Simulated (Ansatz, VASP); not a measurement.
**One calculation of CdTe, two programs**

```xyz
2
Lattice="0.0000 3.1432 3.4575 3.1432 0.0000 3.4575 3.1432 3.1432 0.0000" Properties=species:S:1:pos:R:3 pbc="T T T"
Cd    0.0000    0.0000    0.0000
Te    4.7148    4.7148    5.1863
```

Alike in both runs: task single point; functional PBEsol; k mesh 8 × 8 × 8; occupations gaussian, width 0.05 eV; no spin polarisation.

|  | VASP | Ansatz |
| --- | --- | --- |
| version | VASP 6.6.1 | Ansatz 0.2.0 |
| potentials or method | VASP PAW PBE potentials, release 64 (Cd, Te) | scalar-relativistic, plane waves, PAW |
| plane-wave cutoff (eV) | 520 | 420 |
| valence electrons in the cell | 18 | 36 |

Ansatz gave:

| Property | Result |
| --- | --- |
| gap on the k mesh at the Fermi level (eV) | 0.49 |
| least direct gap on the mesh (eV) | 0.49 |
| pressure (GPa) | -0.1 |
| largest component of the traceless stress (GPa) | 1.31 |

Task: What did VASP give for the same quantities?

Result: gap on the k mesh at the Fermi level (eV): 0.49; least direct gap on the mesh (eV): 0.49; pressure (GPa): 0.0; largest component of the traceless stress (GPa): 1.30.

The two sets of potentials don't hold the same shells in valence.

Caveats: the PAW data sets were made with another functional, which shifts forces and pressure a little (VASP); spin-orbit coupling is left out, which moves the levels of the heavy elements.
